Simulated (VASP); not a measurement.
A run of VASP 6.6.1 is set up as follows.

File INCAR:

```
SYSTEM = CsPbCl3
  ALGO = Normal
  EDIFF = 1E-6
  ENCUT = 520
  GGA = PE
  ISIF = 2
  ISMEAR = 0
  LASPH = .True.
  LCHARG = .False.
  LREAL = .False.
  LWAVE = .False.
  NBANDS = 30
  NELM = 60
  PREC = Accurate
  SIGMA = 0.01
```

The input KPOINTS:

```
k-points
0
Gamma
  4 4 4
  0 0 0
```

Contents of POSCAR:

```
CsPbCl3
1.0
    5.6770717657      0.0000000000      0.0000000000
    0.0000000000      5.6770717657      0.0000000000
    0.0000000000      0.0000000000      5.6770717657
Cs Pb Cl
1 1 3
Direct
    0.0000000000      0.0000000000      0.0000000000
    0.5000000000      0.5000000000      0.5000000000
    0.5000000000      0.5000000000      0.0000000000
    0.5000000000      0.0000000000      0.5000000000
    0.0000000000      0.5000000000      0.5000000000
```

Potentials or basis: VASP PAW PBE potentials, release 64 (Cs_sv, Pb_d, Cl).

Command:

```sh
$ cat potpaw_PBE.64/Cs_sv/POTCAR potpaw_PBE.64/Pb_d/POTCAR potpaw_PBE.64/Cl/POTCAR > POTCAR
$ mpirun -np 1 vasp_std > vasp.out
```

Question: Predict the pressure.

Answer: 0.7 GPa.

Question: What does it give for the band gap on the k mesh?

Answer: 2.10 eV, direct.

Caveat: spin-orbit coupling is left out, which as a rule narrows the gap of such compounds by several tenths of an eV. A k mesh can miss the band edges.
